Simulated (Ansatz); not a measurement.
## BaTiO3 under changes of volume

One of the cells (12.856 Å³/atom); the others are scaled copies at fixed shape and fractional positions:

```
Ba Ti O
1.0
     3.99980    0.00000    0.00000
     0.00000    3.99980    0.00000
     0.00000    0.00000    4.01800
Ba Ti O
1 1 3
Direct
  0.00000 0.00000 0.00000
  0.50000 0.50000 0.49000
  0.00000 0.50000 0.51700
  0.50000 0.00000 0.51700
  0.50000 0.50000 0.01900
```

```yaml
Program: Ansatz 0.2.0
Functional: PBEsol
Potentials_or_basis: all-electron LAPW, scalar-relativistic
Cutoff: 432 eV (chosen from the basis error)
Basis_error_allowed: 0.001 eV/atom
k_mesh: 7 × 7 × 7
Occupations: fermi-dirac, width 0.05 eV
Spin: no spin polarisation
```

```tsv
volume (Å³/atom)	energy over the lowest point (meV/atom)	pressure (GPa)	gap on the mesh (eV)	largest force (eV/Å)
12.085	11.08	7.6	2.02	0.127
12.342	2.31	3.4	1.97	0.097
12.599	0.00	-0.4	1.93	0.233
12.856	3.47	-3.8	1.88	0.359
13.113	12.11	-6.9	1.84	0.477
13.371	25.36	-9.6	1.80	0.587
13.628	?	?	?	?
```

What does the run at 13.628 Å³/atom give?

Energy over the lowest point 42.73 meV/atom; pressure -12.0 GPa; gap on the mesh 1.75 eV; largest force 0.690 eV/Å.

Worked out: A Birch-Murnaghan fit of order 3 (a polynomial in V^(-2/3)) to the other rows has its minimum at 12.57 Å³/atom with B0 = V·E''(V) = 178 GPa and B' = 4.6 at fixed shape and positions, which overstates the stiffness. It gives 42.67 meV/atom at 13.628 Å³/atom, against the run's 42.73, and -dE/dV = -12.0 GPa, against -12.0. A straight line through the other rows of the gap, of slope -2.18 eV per unit of ln V, extrapolates to 1.76 eV, against the run's 1.75.

Energies are extrapolated to zero smearing.

Caveats: spin-orbit coupling is left out, which moves the levels of the heavy elements; an odd mesh through Γ misses points on the zone boundary, where band edges often lie.
